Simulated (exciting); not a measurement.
Runs of exciting (release sodium) on CdS (Hawleyite). Symmetry: F-43m, No. 216, cubic system. Conventional cell: a = 5.833 Å, b = 5.833 Å, c = 5.833 Å, α = 90.00°, β = 90.00°, γ = 90.00°. Cd (site symmetry -43m) has 4 S at 2.53 Å as nearest neighbours. S (site symmetry -43m) is surrounded by 4 Cd at 2.53 Å. 

| task | level | spin | cell | k mesh | smearing | outputlevel | nempty | epsengy | epspot | maxscl | gap on the mesh (eV) |
| --- | --- | --- | --- | --- | --- | --- | --- | --- | --- | --- | --- |
| single point | Xalpha | off | volume scaled by 1.15 | 8 × 8 × 8 | gaussian 0.05 eV | normal | 10 | 1e-05 Ha | 1e-05 Ha | 60 | 0.43 |
| band structure | PBE | off | as given | 8 × 8 × 8 | fermi-dirac 0.05 eV | high | 10 | 1e-05 Ha | 1e-05 Ha | 60 | 1.14 |
| single point | PBE | off | as given | 8 × 8 × 8 | fermi-dirac 0.05 eV | - | 10 | 1e-05 Ha | 1e-05 Ha | 60 | 1.14 |
| single point | PBE | off | as given | 8 × 8 × 8 | gaussian 0.011 eV | high | 10 | 1e-05 Ha | 1e-05 Ha | 60 | 1.14 |
| band structure | LDA | off | as given | 8 × 8 × 8 | fermi-dirac 0.05 eV | low | 10 | 1e-05 Ha | 1e-05 Ha | 60 | 0.86 |
| band structure | LDA | SOC, no magnetisation | as given | 6 × 6 × 6 | fermi-dirac 0.05 eV | normal | 20 | 1e-05 Ha | 1e-05 Ha | 60 | 0.84 |
| band structure | PBE | SOC, no magnetisation | as given | 6 × 6 × 6 | fermi-dirac 0.05 eV | normal | 20 | 1e-05 Ha | 1e-05 Ha | 60 | (a) |

Alike in all rows: potentials or basis all-electron LAPW+lo, shipped species files, valence relativity iora*; rgkmax 7.5.

Task: Estimate the missing entries.

Result: (a) 1.12.

Caveats: the tetrahedron DOS on this energy grid can lose part of the weight of narrow d or f bands (some runs).

A k mesh can miss the band edges, and rows without SOC leave out spin-orbit coupling on Cd.
